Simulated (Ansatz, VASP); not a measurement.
## HgTe in VASP and in Ansatz

INCAR

```
SYSTEM = HgTe
AGGAC = 1.0 ; AGGAX = 1.0
ALDAC = 0.0 ; ALDAX = 1.0
ALGO = Normal ; EDIFF = 1E-7
ENCUT = 520 ; GGA = B5
ISIF = 2 ; ISMEAR = 1
LASPH = .TRUE. ; LCHARG = .FALSE.
LREAL = .FALSE. ; LWAVE = .FALSE.
NBANDS = 16 ; NELM = 80
PREC = Accurate ; SIGMA = 0.01
```

The input KPOINTS:

```
k-points
0
G
  8 8 8
  0 0 0
```

POSCAR

```
HgTe
1.0
   -3.0456030000      3.0456030000      1.5594100000
    3.0456030000     -3.0456030000      1.5594100000
    3.0456030000      3.0456030000     -1.5594100000
Hg Te
1 1
Direct
    0.2500000000      0.7500000000      0.5000000000
    0.0000000000      0.0000000000      0.0000000000
```

Input for Ansatz:

```yaml
crystal:
  lattice:
    - [-3.045603, 3.045603, 1.55941]
    - [3.045603, -3.045603, 1.55941]
    - [3.045603, 3.045603, -1.55941]
  atoms:
    - { symbol: Hg, position: [0.25, 0.75, 0.5] }
    - { symbol: Te, position: [0.0, 0.0, 0.0] }
kpoints:
  mp_grid:
    grid: [8, 8, 8]
hamiltonian:
  xc: blyp
scf:
  occupations:
    method: cold
    width: 0.01
output:
  stress: true
```

Measurements of this composition are mostly on another form, of space group No. 216.

Alike in both runs: task single point; functional BLYP; k mesh 8 × 8 × 8; no spin polarisation.

|  | VASP | Ansatz |
| --- | --- | --- |
| version | VASP 6.6.1 | Ansatz 0.2.0 |
| potentials or method | VASP PAW PBE potentials, release 64 (Hg, Te) | plane waves, PAW |
| plane-wave cutoff (eV) | 520 | 420 |
| occupations | methfessel-paxton of order 1, width 0.01 eV | cold, width 0.01 eV |
| valence electrons in the cell | 18 | 36 |

```csv
,VASP,Ansatz,Ansatz less VASP
pressure (GPa),4.3,4.1,-0.26
largest component of the traceless stress (GPa),0.93,0.89,-0.042
```

The two sets of potentials don't hold the same shells in valence.

Caveats: the PAW data sets were made with another functional, which shifts forces and pressure a little (VASP). The runs have no spin-orbit coupling, so splittings on Hg, Te are missing.
